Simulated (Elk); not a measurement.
Planning a run of Elk 11.2.3 (patched build) on CaSe (Fm-3m). The input:

```
tasks
  0

xctype
  20

rgkmax
  8.5

gmaxvr
  18.0

lmaxapw
  10

lmaxo
  8

nxlo
  2

lorbcnd
  .true.

autolinengy
  .true.

tshift
  .false.

ngridk
  6 6 6

swidth
  0.0005

maxscl
  80

vkloff
  0.05 0.15 0.25

nempty
  10

sppath
  './'

avec
  -0.0000000000 5.5860304244 5.5860304244
  5.5860304244 -0.0000000000 5.5860304244
  5.5860304244 5.5860304244 -0.0000000000

atoms
  2
  'Ca.in'
  1
  0.0000000000 0.0000000000 0.0000000000
  'Se.in'
  1
  0.5000000000 0.5000000000 0.5000000000
```

The database entry behind the starting cell differs from later determinations by our own check (0.1 to 0.3 % short, probably kX units), so it need not match the best structure at ambient conditions.

```sh
OMP_NUM_THREADS=4 elk > log
```

Question: Estimate wall time and host memory on 4 threads of Arm Neoverse V1, shared host.

It took 72 s; on shared hardware allow 36 s to 2.4 min. Peak host memory was 0.25 GiB.

[Paths, hosts, dates, memory and timing lines, banners, echoed tables and standing remarks are left out of the program output.]

[Logs are printed without paths, hosts, clocks, repeated set-up lines and the standing remarks that a program may print on its own settings, such as how far it seeks lower states.]

[Runs of the session that timed out or met a known fault of the program may be left out.]

[Hosts, paths, dates, database ids (printed as entryN), source tags and the programs' standing remarks are cut or masked in the printed files.]
